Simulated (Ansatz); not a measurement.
**PbTe: band gap under strain**

Aim: follow the gap of PbTe (rocksalt) through these states: +2.0 % equal strain in all directions; +3.0 % equal strain in all directions; +4.0 % equal strain in all directions. The table at the end shows which levels were run.

The runs shown are made with Ansatz 0.2.0. PAW datasets, plane waves. The values are computed, spin-unpolarised, and not measurements.

## 1. The cell

The unstrained cell was relaxed with r2SCAN; in each strained cell the atoms were relaxed again with r2SCAN. Names of k-points are those of the unstrained zone, where strain can split equivalent points. First state: +2.0 % equal strain in all directions.

The symmetry is Fm-3m (No. 225, cubic); a = 6.666 Å in the conventional setting, 37.03 Å³ an atom. Near Pb stand 6 Te at 3.33 Å; near Te stand 6 Pb at 3.33 Å.

Coordinates:

```cif
data_structure
_symmetry_space_group_name_H-M 'Fm-3m'
_symmetry_Int_Tables_number 225
_cell_length_a 6.6664
_cell_length_b 6.6664
_cell_length_c 6.6664
_cell_angle_alpha 90.000
_cell_angle_beta 90.000
_cell_angle_gamma 90.000
_cell_volume 296.26
loop_
_atom_site_label
_atom_site_type_symbol
_atom_site_symmetry_multiplicity
_atom_site_Wyckoff_symbol
_atom_site_fract_x
_atom_site_fract_y
_atom_site_fract_z
_atom_site_occupancy
Pb1 Pb 4 a 0.00000 0.00000 0.00000 1
Te1 Te 4 b 0.50000 0.00000 0.00000 1
```

From earlier runs on the unstrained cell: PBE 0.80 eV, r2SCAN 1.09 eV, HSE06 1.20 eV, r2SCAN+SOC 0.15 eV, G0W0 1.05 eV (on its mesh); a = 6.536 Å.

## 2. +2.0 % equal strain in all directions: PBE

input.yaml

```yaml
crystal:
  lattice:
    - [0.0, 3.3331935858, 3.3331935858]
    - [3.3331935858, 0.0, 3.3331935858]
    - [3.3331935858, 3.3331935858, 0.0]
  atoms:
    - { symbol: Pb, position: [0.0, 0.0, 0.0] }
    - { symbol: Te, position: [0.5, 0.5, 0.5] }
kpoints:
  mp_grid: { grid: [8, 8, 8] }
  band_path:
    path:
      - [0.0, 0.0, 0.0]
      - [0.5, 0.0, 0.5]
      - [0.625, 0.25, 0.625]
      - [0.375, 0.375, 0.75]
      - [0.5, 0.5, 0.5]
      - [0.5, 0.25, 0.75]
      - [0.0, 0.0, 0.5]
    npoints: 1
hamiltonian:
  xc: pbe
scf:
  occupations: { method: fermi_dirac, width: 0.02 }
  n_extra_bands: 4
output:
  forces: true
  stress: true
  eigenvalues: true
```

Started as:

```sh
> ansatz run input.yaml --threads 2 --pin off --max-ram 20275MiB --backend cpu --events-out ev --progress --plain --runs-dir out
```

The runs that follow: +2.0 % equal strain in all directions: r2SCAN; +2.0 % equal strain in all directions: HSE06; +2.0 % equal strain in all directions: r2SCAN+SOC; +2.0 % equal strain in all directions: r2SCAN; +2.0 % equal strain in all directions: G0W0@PBE; +3.0 % equal strain in all directions: PBE; +3.0 % equal strain in all directions: r2SCAN; +3.0 % equal strain in all directions: HSE06; +3.0 % equal strain in all directions: r2SCAN+SOC; +3.0 % equal strain in all directions: r2SCAN; +3.0 % equal strain in all directions: G0W0@PBE; +4.0 % equal strain in all directions: PBE; +4.0 % equal strain in all directions: r2SCAN; +4.0 % equal strain in all directions: HSE06; +4.0 % equal strain in all directions: r2SCAN+SOC; +4.0 % equal strain in all directions: r2SCAN; +4.0 % equal strain in all directions: G0W0@PBE.

Q: Predict the outcome of this session.

**Answer**, as computed:

Least gap in eV (negative: overlap), with the change from the unstrained cell in brackets. G0W0 is on its own coarse mesh.

| state | volume change (%) | PBE | r2SCAN | HSE06 | G0W0 |
| --- | --- | --- | --- | --- | --- |
| +2.0 % equal strain in all directions | +6.1 | 0.90 (+0.10) | 1.20 (+0.11) | 1.32 (+0.12) | 1.17 (+0.12) |
| +3.0 % equal strain in all directions | +9.3 | 0.94 (+0.14) | 1.24 (+0.15) | 1.37 (+0.17) | 1.22 (+0.17) |
| +4.0 % equal strain in all directions | +12.5 | 0.98 (+0.18) | 1.28 (+0.19) | 1.42 (+0.22) | 1.27 (+0.22) |

**Reading.** The largest move of the HSE06 gap in the table is +0.220 eV, under +4.0 % equal strain in all directions. PBE and HSE06 differ by 0.40 eV on the unstrained gap, and by at most 0.04 eV on its change: PBE follows the response to strain far better than the gap itself. Spin-orbit coupling is left out of the table, though the cell holds Pb (Z = 82); in an element this heavy it can shift bands and gaps by tenths of an eV. No extrapolation in bands, cutoff or mesh was made for G0W0.
